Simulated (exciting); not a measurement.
Pb: equation of state with PBE

Pb:

```xyz
1
Lattice="-1.9797 1.9797 1.9797 1.9797 -1.9797 1.9797 1.9797 1.9797 -1.9797" Properties=species:S:1:pos:R:3 pbc="T T T"
Pb    0.0000    0.0000    0.0000
```

This isn't the form of Pb at room conditions, which is fcc.

```json
{
 "Program": "exciting (release sodium)",
 "Task": "equation of state",
 "Functional": "PBE",
 "Potentials or basis": "all-electron LAPW+lo, shipped species files, valence relativity iora*",
 "rgkmax": "9",
 "k mesh": "9 × 9 × 9",
 "Occupations": "fermi-dirac, width 0.05 eV",
 "Spin": "no spin polarisation",
 "gmaxvr (cutoff of density and potential)": "14 1/bohr",
 "lmaxapw (and lmaxmat)": "10",
 "lmaxvr": "8",
 "nempty": "8",
 "Valence relativity": "iora*",
 "Muffin-tin radii": "Pb 2.3 bohr"
}
```

```json
{
  "Equilibrium volume": "31.64 Å³/atom",
  "Bulk modulus": "38 GPa",
  "Pressure derivative of the bulk modulus": "5.8 (rough: it moves with the points fitted)"
}
```

Energy against volume, from the lowest point:
| volume (Å³/atom) | energy (meV/atom) |
| --- | --- |
| 29.172 | 27.92 |
| 29.792 | 14.75 |
| 30.413 | 6.56 |
| 31.034 | 1.49 |
| 31.654 | 0.00 |
| 32.275 | 1.55 |
| 32.896 | 5.49 |

Spin-orbit coupling is left out, which matters for the levels of Pb.
